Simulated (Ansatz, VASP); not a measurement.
ZrC: VASP beside Ansatz

```
Zr C
1.0
     3.30153    0.00000    0.00000
     0.00000    3.30153    0.00000
     0.00000    0.00000   24.00360
Zr C
4 4
Direct
  0.00000 0.00000 0.35411
  0.50000 0.50000 0.45137
  0.00000 0.00000 0.54737
  0.50000 0.50000 0.64185
  0.50000 0.50000 0.35411
  0.00000 0.00000 0.45137
  0.50000 0.50000 0.54866
  0.00000 0.00000 0.64494
```

Alike in both runs: functional PBEsol; k mesh 9 × 9 × 1; occupations gaussian, width 0.1 eV; no spin polarisation.

Ansatz relaxed the structure, and its values are those at the end. VASP's run is a single point on that final structure, the one shown.

|  | VASP | Ansatz |
| --- | --- | --- |
| version | VASP 6.6.1 | Ansatz 0.2.0 |
| potentials or method | VASP PAW PBE potentials, release 64 (Zr_sv, C) | scalar-relativistic, plane waves, PAW |
| plane-wave cutoff (eV) | 520 | 420 |
| valence electrons in the cell | 64 | 64 |

```tsv
	VASP	Ansatz	Ansatz less VASP
gap on the k mesh at the Fermi level (eV)	none	none	-
rms of the force components (eV/Å)	0.273	0.274	+0.0009
work function, face that differs most (eV)	3.73	3.73	+0.002
```

A gap of «none» marks a metal or a gap that the smearing closes.

Caveats: the PAW data sets were made with another functional, which shifts forces and pressure a little (VASP).
